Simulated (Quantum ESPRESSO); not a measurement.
Cl:

```
Cl
1.0
     3.14500   -2.25000    0.00000
     3.14500    2.25000    0.00000
     0.00000    0.00000    8.21000
Cl
4
Cartesian
  3.1450 0.5850 3.2840
  3.1450 1.6650 7.3890
  3.1450 -0.5850 4.9260
  3.1450 -1.6650 0.8210
```

Base run:

| Quantity | Value |
| --- | --- |
| Program | Quantum ESPRESSO 7.5 |
| Functional | PBEsol |
| Potentials or basis | PseudoDojo 0.4.1 SR PBEsol standard |
| Cutoff | 789 eV |
| Density cutoff | 3157 eV |
| k mesh | 7 × 7 × 4 |
| Occupations | fermi-dirac, width 0.05 eV |
| Spin | no spin polarisation |

Its results: band gap on the k mesh 2.41 eV, indirect (least direct gap 2.46 eV); pressure -0.9 GPa; largest force 0.189 eV/Å.

Q: After a change of settings the same cell gave: band gap on the k mesh 2.32 eV, indirect (least direct gap 2.37 eV); pressure -2.5 GPa; largest force 0.207 eV/Å. Which change was it?
A. functional from PBEsol to PBE; potentials or basis from PseudoDojo 0.4.1 SR PBEsol standard to PseudoDojo 0.4.1 SR PBE standard
B. functional from PBEsol to r2SCAN; potentials or basis from PseudoDojo 0.4.1 SR PBEsol standard to SG15 PBE 1.2
C. functional from PBEsol to LDA; potentials or basis from PseudoDojo 0.4.1 SR PBEsol standard to PseudoDojo 0.4.1 SR LDA standard; cutoff from 789 eV to 762 eV; density cutoff from 3157 eV to 3048 eV
D. functional from PBEsol to PBE; potentials or basis from PseudoDojo 0.4.1 SR PBEsol standard to SSSP 1.3 efficiency PBE; cutoff from 789 eV to 748 eV; density cutoff from 3157 eV to 5987 eV

A: C.

Not every run made on this cell is shown here.
